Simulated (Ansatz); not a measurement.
# What DFT gives for BaTiO$_{3}$

```
Ba Ti O
1.0
     3.97378    0.00000    0.00000
     0.00000    7.94757    0.00000
     0.00000    0.00000    3.99704
Ba Ti O
2 2 6
Direct
  0.00000 0.00000 0.00000
  0.00000 0.50000 0.00000
  0.50000 0.25000 0.50210
  0.50000 0.75000 0.50210
  0.50000 0.25000 0.98470
  0.50000 0.75000 0.98470
  0.50000 0.00000 0.51300
  0.50000 0.50000 0.51300
  0.00000 0.25000 0.51300
  0.00000 0.75000 0.51300
```

Method: r2SCAN, with U_eff = 4.74 eV on Ti d (all-electron-ortho-atomic projectors), collinear spin; PAW, plane waves to 500 eV, 5×3×5 Γ-centred mesh, fermi-dirac occupations (width 0.066 eV) (Ansatz 0.2.0), atoms fixed.

The state carries no moments; the state need not be the lowest.

Band edges: Within 0.7 eV of the edges, the states project mainly on O p (94 %) below the gap and on Ti d (90 %) above it.
Electronic structure: The gap is 2.83 eV, indirect or between spins (the least direct gap found is 2.99 eV). A semilocal functional usually gives too small a gap.
Contacts: Ti–O at 1.93 Å: least valence density 0.76 e/Å³ and ELF 0.23 there. Ba–O at 2.78 Å: least valence density 0.19 e/Å³ and ELF 0.09 there, a closed-shell (ionic or weak) contact. These are pseudo-fields; inside the PAW spheres they differ from the all-electron ones.
Stress: The pressure is 3.9 GPa (compression positive), so with the atoms held at these fractions the cell would first expand; the forces are large, so a full relaxation may end otherwise.

Origin: a database entry at a rescaled volume. Caveats: the input typed no starting moments.
